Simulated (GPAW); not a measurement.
Runs of GPAW 26.7.0 on BaZrO3. Symmetry: Pm-3m, No. 221, cubic system. Conventional cell: a = 4.191 Å, b = 4.191 Å, c = 4.191 Å, α = 90.00°, β = 90.00°, γ = 90.00°. Ba (site symmetry m-3m) is surrounded by 12 O at 2.96 Å. Around Zr (site symmetry m-3m) lie 6 O at 2.10 Å. O (site symmetry 4/mmm) is surrounded by 2 Zr at 2.10 Å. 

```csv
task,level,potentials or basis,cell,band path,band points,gap on the mesh (eV),pressure (GPa),V0 of scaled cells (Å³/atom),B0 (GPa)
equation of state,LDA,"the program's PAW data sets (release 1.2.1) made for this functional, pw",as given,-,-,-,-,(b),175
band structure,LDA,"the program's PAW data sets (release 1.2.1) made for this functional, pw",as given,"GXMGRX,MR",60,3.09,(a),-,-
single point,PBE,"GPAW PAW data sets (gpaw-data 1.2.1), pw",as given,-,-,3.20,3.7,-,-
single point,PBE,"GPAW PAW data sets (gpaw-data 1.2.1), pw","atoms moved at random, drawn with an rms of 0.05 Å",-,-,3.23,3.8,-,-
band structure,PBEsol,"PAW data sets generated in the run's folder for this functional, pw",as given,"GXMGRX,MR",60,3.11,-1.5,-,-
equation of state,PBE,"GPAW PAW data sets (gpaw-data 1.2.1), pw",as given,-,-,-,-,15.09,150
equation of state,PBEsol,"PAW data sets generated in the run's folder for this functional, pw",as given,-,-,-,-,14.60,162
band structure,PBE,"GPAW PAW data sets (gpaw-data 1.2.1), pw",as given,"GXMGRX,MR",60,3.20,3.7,-,-
```

Alike in all rows: no spin polarisation; k mesh 6 × 6 × 6; cutoff (eV) 800; smearing fermi-dirac 0.05 eV.

Q: Estimate the missing entries.

A: (a) -5.9; (b) 14.20.

Caveats: spin-orbit coupling is left out, which moves the levels of the heavy elements (some runs).

A k mesh can miss the band edges, and the runs leave out spin-orbit coupling on Ba, Zr.
